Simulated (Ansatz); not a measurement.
**Ge (omega (AlB2-type)): energy against volume**

Method: DFT, PBE, plane waves (420 eV) with PAW, scalar-relativistic (Ansatz 0.2.0).

The cell is scaled uniformly from the relaxed one, with fractional coordinates and shape fixed. Energies are extrapolated to zero smearing, pressures are those at the given smearing. Magnetic state: spin not included.

A Birch-Murnaghan fit gives V₀ = 19.44 Å³/atom, B₀ = 63 GPa, B₀′ = 4.4.

(1) What are the energy above the minimum and the pressure at 17.831 Å³/atom?

(2) What are the energy above the minimum and the pressure at 20.157 Å³/atom?

(3) What are the energy above the minimum and the pressure at 21.707 Å³/atom?

## Answers

(1) 30.5 meV/atom and 6.62 GPa as computed.

(2) 4.9 meV/atom and -2.10 GPa as computed.

(3) 42.8 meV/atom and -5.47 GPa as computed.
